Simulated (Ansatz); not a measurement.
FeO: equation of state with PBE

FeO:

```
Fe O
1.0
     0.00000    2.15540    2.15540
     2.15540    0.00000    2.15540
     2.15540    2.15540    0.00000
Fe O
1 1
Cartesian
  0.0000 0.0000 0.0000
  2.1554 2.1554 2.1554
```

```yaml
Program: Ansatz 0.2.0
Task: equation of state
Functional: PBE
Potentials_or_basis: all-electron LAPW, scalar-relativistic
Basis_error_allowed: 0.0005 eV/atom
k_mesh: 11 × 11 × 11
Occupations: fermi-dirac, width 0.05 eV
Spin: collinear spin, ferromagnetic start
Starting_moments: "[4.0, 0.0] μB"
```

| Item | Value |
| --- | --- |
| Equilibrium volume | 10.00 Å³/atom |
| Bulk modulus | 185 GPa |
| Pressure derivative of the bulk modulus | 4.5 |

Energy against volume, from the lowest point:
```
volume (Å³/atom)  energy (meV/atom)
           9.413              22.07
           9.613               9.18
           9.813               2.02
          10.013               0.00
          10.214               2.57
          10.414               9.25
          10.614              19.64
```

All runs of the series together: 110 s on 2 threads of Arm Neoverse V1, on a shared host.
